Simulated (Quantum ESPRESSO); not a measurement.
A calculation with Quantum ESPRESSO 7.5 of BN (native input, structure typed inline):

Contents of pw.in:

```
&CONTROL
  calculation = 'scf'
  prefix = 'pwscf'
  outdir = './tmp'
  pseudo_dir = './pseudo'
  tprnfor = .true.
  tstress = .true.
  disk_io = 'nowf'
/
&SYSTEM
  ibrav = 0
  nat = 4
  ntyp = 2
  ecutwfc = 60
  ecutrho = 480
  nbnd = 14
  occupations = 'smearing'
  smearing = 'fd'
  degauss = 0.00367493
/
&ELECTRONS
  conv_thr = 8d-10
  electron_maxstep = 120
  mixing_beta = 0.5
/
ATOMIC_SPECIES
B     10.8100 b_pbe_v1.4.uspp.F.UPF
N     14.0070 N.pbe-n-radius_5.UPF
CELL_PARAMETERS angstrom
   0.0000000000   -1.8130010000   -1.8130010000
  -1.8130010000    0.0000000000   -1.8130010000
   1.8130010000    1.8130010000   -3.6260020000
ATOMIC_POSITIONS crystal
B      0.5118525200    0.4947547500    0.4882567200
B      0.0206999800    0.9851500300    0.0025407200
N      0.3529464900    0.3799817900    0.8814874500
N      0.8645010100    0.8901134300    0.3777151100
K_POINTS automatic
12 12 7 0 0 0
```

Potentials or basis: SSSP 1.3 efficiency PBE.

The run is started by

```sh
$ OMP_NUM_THREADS=1 pw.x -in pw.in > pw.out
```

The cell is a database's computed one.

Task: Write the same calculation in another form: ASE script, structure typed inline.

Result: As run:

Contents of run.py:

```python
import numpy as np
from ase.calculators.espresso import Espresso, EspressoProfile
from ase import Atoms

atoms = Atoms(['B', 'B', 'N', 'N'],
              cell=[[0.0, -1.813001, -1.813001], [-1.813001, 0.0, -1.813001], [1.813001, 1.813001, -3.626002]],
              scaled_positions=[[0.51185252, 0.49475475, 0.48825672], [0.02069998, 0.98515003, 0.00254072], [0.35294649, 0.37998179, 0.88148745], [0.86450101, 0.89011343, 0.37771511]],
              pbc=True)

input_data = {
    'control': {'calculation': 'scf', 'prefix': 'pwscf', 'outdir': './tmp', 'tprnfor': True, 'tstress': True, 'disk_io': 'nowf'},
    'system': {'ecutwfc': 60.0, 'ecutrho': 480.0, 'nbnd': 14, 'occupations': 'smearing', 'smearing': 'fd', 'degauss': 0.00367493},
    'electrons': {'conv_thr': 8e-10, 'electron_maxstep': 120, 'mixing_beta': 0.5},
}
pseudopotentials = {'N': 'N.pbe-n-radius_5.UPF', 'B': 'b_pbe_v1.4.uspp.F.UPF'}
profile = EspressoProfile(command='pw.x', pseudo_dir='pseudo')
dft = Espresso(profile=profile, input_data=input_data, pseudopotentials=pseudopotentials, kpts=(12, 12, 7), koffset=(0, 0, 0))
atoms.calc = dft

print(f'energy {atoms.get_potential_energy():.8f} eV')
print('forces (eV/A)')
print(np.round(atoms.get_forces(), 6))
print('stress (eV/A^3, Voigt)')
print(np.round(atoms.get_stress(), 8))
print(f'Fermi level {dft.get_fermi_level():.4f} eV')
```

Potentials or basis: SSSP 1.3 efficiency PBE.

The run is started by

```console
$ OMP_NUM_THREADS=1 python run.py
```

Both were run:

|  | native input, structure typed inline | ASE script, structure typed inline |
| --- | --- | --- |
| Pressure | 0.8 GPa | 0.8 GPa |
| Largest force | 2.583 eV/Å | 2.583 eV/Å |
| Band gap on the k mesh | 3.69 eV | 3.69 eV |

Keys that steer only the numerical path or the files written may differ.

Caveat: an odd mesh through Γ misses points on the zone boundary, where band edges often lie; forces of over 1 eV/Å show positions far from the minimum, so gaps and moduli don't describe the material at rest.
